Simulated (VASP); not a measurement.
Write the native input for VASP 6.6.1 that does the following.

| Property | Result |
| --- | --- |
| Task | single point |
| Functional | PBE |
| Potentials or basis | VASP PAW PBE potentials, release 64 (Os) |
| Cutoff | 520 eV |
| k mesh | 11 × 11 × 6 |
| Occupations | gaussian, width 0.013 eV |
| Spin | no spin polarisation |
| Further INCAR settings | ALGO = Normal; EDIFF = 1e-06 |

The structure of Os lies in POSCAR:

```
Os
1.0
    2.7341000000      0.0000000000      0.0000000000
   -1.3670500000      2.3678000565      0.0000000000
    0.0000000000      0.0000000000      4.3197000000
Os
2
Direct
    0.6666666667      0.3333333333      0.7500000000
    0.3333333333      0.6666666667      0.2500000000
```

The input as run:

INCAR

```
SYSTEM = Os
PREC     = Accurate       ! precision mode
ENCUT    = 520            ! plane-wave cutoff, eV
EDIFF    = 1E-6           ! SCF threshold, eV
ISMEAR   = 0              ! smearing method
SIGMA    = 0.013000000000000001 ! smearing width, eV
LREAL    = .False.        ! projectors in reciprocal space
LASPH    = .True.         ! aspherical terms in the spheres
NELM     = 100            ! most SCF steps
ALGO     = Normal         ! electronic algorithm
ISIF     = 2              ! what is computed and relaxed
LWAVE    = .False.        ! write WAVECAR
LCHARG   = .True.         ! write CHGCAR
GGA      = PE             ! functional
LELF     = .True.         ! ELF
LVHAR    = .True.
```

KPOINTS

```
Automatic mesh
0
Gamma
  11 11 6
  0 0 0
```

Potentials or basis: VASP PAW PBE potentials, release 64 (Os).

Run with:

```bash
$ cat potpaw_PBE.64/Os/POTCAR > POTCAR
$ mpirun -np 1 vasp_std > vasp.out
```

Results of the run:

```
Pressure               : 8.8 GPa
Band gap on the k mesh : none (metal or under the smearing width)
```

Wall time 9.2 s on 1 thread of Intel(R) Xeon(R) 6975P-C (Granite Rapids), on a shared host, peak memory 0.13 GiB.
